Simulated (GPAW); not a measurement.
Write an ASE script for GPAW 26.7.0 that does the following.

| Property | Result |
| --- | --- |
| Task | equation of state |
| Functional | LDA |
| Potentials or basis | the program's PAW data sets (release 1.2.1) made for this functional |
| Cutoff | 600 eV |
| Basis | pw |
| k mesh | 7 × 7 × 4 |
| Occupations | fermi-dirac, width 0.05 eV |
| Spin | no spin polarisation |
| Maxiter | 150 |
| Eos scales | [0.94, 0.96, 0.98, 1.0, 1.02, 1.04, 1.06] |

The system is PtS2.

```
Pt S
1.0
     3.54320    0.00000    0.00000
    -1.77160    3.06850    0.00000
     0.00000    0.00000    5.03880
Pt S
1 2
Cartesian
  0.0000 0.0000 0.0000
  1.7716 1.0228 3.8950
  0.0000 2.0457 1.1438
```

These files were run (other wordings do the same):

run.py

```python
from ase import Atoms
from ase.eos import EquationOfState
from ase.io import Trajectory
from ase.units import GPa
from gpaw import GPAW, PW

atoms = Atoms(['Pt', 'S', 'S'],
              cell=[[3.5432, 0.0, 0.0],
                    [-1.7716, 3.0685012107, 0.0],
                    [0.0, 0.0, 5.0388]],
              scaled_positions=[[0.0, 0.0, 0.0],
                                [0.6666666667, 0.3333333333, 0.773],
                                [0.3333333333, 0.6666666667, 0.227]],
              pbc=True)

traj = Trajectory('eos.traj', 'w')
volumes, energies = [], []
for x in [0.94, 0.96, 0.98, 1.0, 1.02, 1.04, 1.06]:
    a = atoms.copy()
    a.set_cell(atoms.cell * x**(1 / 3), scale_atoms=True)
    calc = GPAW(mode=PW(600),
                xc='LDA',
                kpts={'size': (7, 7, 4), 'gamma': True},
                occupations={'name': 'fermi-dirac', 'width': 0.05},
                nbands=26,
                convergence={'density': 1e-05, 'energy': 1e-05},
                maxiter=150,
                txt=f'eos-{x:.2f}.txt')
    a.calc = calc
    energies.append(a.get_potential_energy(force_consistent=True))
    volumes.append(a.get_volume())
    p = -a.get_stress()[:3].mean() / GPa
    calc.write(f'eos-{x:.2f}.gpw')
    traj.write(a)
    print(f'{x:.2f} {volumes[-1]:10.4f} A^3 {energies[-1]:14.6f} eV {p:9.3f} GPa', flush=True)

v0, e0, B = EquationOfState(volumes, energies, eos='birchmurnaghan').fit()
print(f'V0 = {v0:.4f} A^3, E0 = {e0:.6f} eV, B0 = {B / GPa:.2f} GPa')
```

Potentials or basis: the program's PAW data sets (release 1.2.1) made for this functional, pw.

The run is started by

```bash
$ OMP_NUM_THREADS=1 python run.py
```

Results of the run:

| Property | Result |
| --- | --- |
| Equilibrium volume | 18.64 Å³/atom |
| Bulk modulus at fixed shape and positions | 146 GPa |
| Pressure derivative of the bulk modulus | 4.7 |

Caveat: the cell was scaled at fixed shape and fractional positions, which overstates the stiffness of a crystal with free parameters, most of all of layers and chains.

It took 2.5 min on 1 thread of Arm Neoverse V2, on a shared host, peak memory 0.29 GiB.
